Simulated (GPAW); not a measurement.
A run of GPAW 26.7.0:

The input run.py:

```python
import json
import numpy as np
from ase import Atoms
from ase.constraints import FixSymmetry
from ase.io import write
from ase.optimize import BFGS
from phonopy import Phonopy
from phonopy.structure.atoms import PhonopyAtoms
from gpaw import GPAW

atoms = Atoms(['In', 'P'],
              cell=[[0.0, 2.9305, 2.9305],
                    [2.9305, 0.0, 2.9305],
                    [2.9305, 2.9305, 0.0]],
              scaled_positions=[[0.0, 0.0, 0.0],
                                [0.75, 0.75, 0.75]],
              pbc=True)

calc = GPAW(mode='lcao',
            h=0.16,
            basis='dzp',
            xc='RPBE',
            kpts={'size': (8, 8, 8), 'gamma': True},
            occupations={'name': 'fermi-dirac', 'width': 0.05},
            convergence={'density': 1e-06},
            maxiter=150,
            txt='gpaw.txt')
atoms.calc = calc
atoms.set_constraint(FixSymmetry(atoms))
BFGS(atoms, trajectory='relax.traj', logfile='-').run(fmax=0.005, steps=40)
atoms.set_constraint()
energy = atoms.get_potential_energy()
forces = atoms.get_forces()
calc.write('gs.gpw')
write('result.traj', atoms)
print('Cell:', atoms.cell.cellpar().round(4))
print(atoms.get_scaled_positions().round(5))

def force_constants(scale):
    unit = PhonopyAtoms(symbols=atoms.get_chemical_symbols(), cell=atoms.cell[:] * scale**(1 / 3),
                        scaled_positions=atoms.get_scaled_positions())
    ph = Phonopy(unit, supercell_matrix=np.diag([1, 1, 1]), primitive_matrix=np.eye(3), symprec=1e-4)
    ph.generate_displacements(distance=0.01)
    forces = []
    for i, sc in enumerate(ph.supercells_with_displacements):
        a = Atoms(sc.symbols, cell=sc.cell, scaled_positions=sc.scaled_positions, pbc=True)
        c = GPAW(mode='lcao',
                 h=0.16,
                 basis='dzp',
                 xc='RPBE',
                 kpts={'size': (8, 8, 8), 'gamma': True},
                 occupations={'name': 'fermi-dirac', 'width': 0.05},
                 convergence={'density': 1e-06},
                 maxiter=150,
                 txt=f'disp-{scale:.3f}-{i:02d}.txt')
        a.calc = c
        f = a.get_forces()
        forces.append(f - f.mean(axis=0))
        print(f'displacement {i}: drift', f.mean(axis=0).round(5), flush=True)
    ph.forces = forces
    ph.produce_force_constants()
    ph.symmetrize_force_constants()
    return ph

qpoints = [[0.0, 0.0, 0.0]]
results = {}
for scale in [1.0]:
    ph = force_constants(scale)
    ph.run_qpoints(qpoints)
    nu = ph.qpoints.frequencies * 33.35641  # THz to cm^-1
    results[f'{scale:.3f}'] = nu.tolist()
    for qp, f in zip(qpoints, nu):
        print(scale, np.round(qp, 4), f.round(2))
json.dump(results, open('phonons.json', 'w'))
```

Potentials or basis: the program's PAW data sets (release 1.2.1) made for this functional, lcao:dzp.

Launch:

```sh
$ OMP_NUM_THREADS=1 python run.py
```

Hardware: 1 thread of Arm Neoverse V1, with other jobs on the host.

Q: Estimate the wall time of this run.

A: Wall time 18 min on 1 thread of Arm Neoverse V1, with other jobs on the host, peak memory 0.33 GiB. Counts: scf iterations 30, bands 13, k points 29.
